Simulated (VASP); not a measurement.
Crystal: Nb.

```
CELL_PARAMETERS angstrom
0.00000 2.08415 2.08415
2.08415 0.00000 2.08415
2.08415 2.08415 0.00000
ATOMIC_POSITIONS crystal
Nb 0.00000 0.00000 0.00000
```

This isn't the form of Nb at room conditions, which is bcc.

Base run:

```yaml
Program: VASP 6.6.1
Functional: r2SCAN
Potentials_or_basis: VASP PAW PBE potentials, release 64 (Nb_sv)
Cutoff: 520 eV
k_mesh: 18 × 18 × 18
Occupations: gaussian, width 0.1 eV
Spin: no spin polarisation
```

Its results: band gap on the k mesh none (metal or under the smearing width); pressure 5.5 GPa.

The run is repeated on the same cell with these changes: functional from r2SCAN to PBEsol; occupations from gaussian, width 0.1 eV to gaussian, width 0.5 eV. What comes out?

Band gap on the k mesh none (metal or under the smearing width); pressure 0.5 GPa.

Caveats: the PAW data sets were made with another functional, which shifts forces and pressure a little.

Not every run made on this cell is shown here.
